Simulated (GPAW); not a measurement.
Si2Ni:

```xyz
3
Lattice="0.0000 2.7030 2.7030 2.7030 0.0000 2.7030 2.7030 2.7030 0.0000" Properties=species:S:1:pos:R:3 pbc="T T T"
Ni    0.0000    0.0000    0.0000
Si    4.0545    4.0545    4.0545
Si    1.3515    1.3515    1.3515
```

- Program: GPAW 26.7.0
- Task: relaxation of cell and atoms
- Functional: PBEsol
- Dispersion: D3(BJ)+ATM
- Potentials or basis: PAW data sets generated in the run's folder for this functional
- Cutoff: 600 eV
- Basis: pw
- k mesh: 7 × 7 × 7
- Occupations: fermi-dirac, width 0.05 eV
- Spin: collinear spin, ferromagnetic start
- Starting moments: [1.0, 0.0, 0.0] μB

At the start: pressure -4.1 GPa; volume 13.17 Å³/atom.

Task: Where does the relaxation end?

Result: Over 3 steps the energy falls by 4.1 meV/atom and the volume is 12.84 Å³/atom (-2.5 %); space group Fm-3m (No. 225, to 0.05 Å); moment 0.00 μB per cell.

The path:
| step | energy change (eV) | largest force (eV/Å) | pressure (GPa) | volume (Å³) |
| --- | --- | --- | --- | --- |
| 1 | 0.0000 | 0.0000 | -4.11 | 39.50 |
| 2 | -0.0044 | 0.0000 | -3.34 | 39.31 |
| 3 | -0.0124 | 0.0000 | 0.12 | 38.52 |

Final structure:
```
Ni Si
1.0
     0.00000    2.68042    2.68042
     2.68042    0.00000    2.68042
     2.68042    2.68042    0.00000
Ni Si
1 2
Cartesian
  0.0000 0.0000 0.0000
  4.0206 4.0206 4.0206
  1.3402 1.3402 1.3402
```

Caveat: each step starts from the last one's moments, so a moment once lost doesn't come back; the stock nickel data set gives pressures a few GPa off other programs; later steps reuse the first step's grids; pairwise dispersion overbinds metals, which lowers pressure and volume.
